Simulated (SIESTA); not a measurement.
## Hf under changes of volume

One of the cells (22.320 Å³/atom); the others are scaled copies at fixed shape and fractional positions:

```
Hf
1.0
     0.00000    2.23470    2.23470
     2.23470    0.00000    2.23470
     2.23470    2.23470    0.00000
Hf
1
Direct
  0.00000 0.00000 0.00000
```

This isn't the form of Hf at room conditions, which is hcp.

| Property | Result |
| --- | --- |
| Program | SIESTA 5.4.2 |
| Functional | PBE |
| Potentials or basis | PseudoDojo 0.4 standard (PBE files) |
| Basis | DZP (energy shift 0.002 Ry) |
| Grid cutoff | 800 Ry |
| Energy shift | 0.002 Ry |
| k mesh | 10 × 10 × 10 |
| Occupations | fermi-dirac, width 0.05 eV |
| Spin | no spin polarisation |

```csv
volume (Å³/atom),energy over the lowest point (meV/atom),pressure (GPa)
20.569,75.55,12.5
21.007,45.68,9.5
21.444,?,?
22.320,1.53,1.8
22.757,0.00,-0.3
23.195,4.02,-2.3
```

**Question.** What does the run at 21.444 Å³/atom give?

**Answer.** Energy over the lowest point 23.80 meV/atom; pressure 6.7 GPa.

Worked out: A Birch-Murnaghan fit of order 3 (a polynomial in V^(-2/3)) to the other rows has its minimum at 22.66 Å³/atom with B0 = V·E''(V) = 109 GPa and B' = 3.5. It gives 23.85 meV/atom at 21.444 Å³/atom, against the run's 23.80, and -dE/dV = 6.6 GPa, against 6.7.

Energies are extrapolated to zero smearing.

Caveats: semicore shells carry a single zeta, which can move pressures by several GPa and volumes by a few percent; the basis of atomic orbitals isn't converged, which shifts pressures, moduli and gaps.
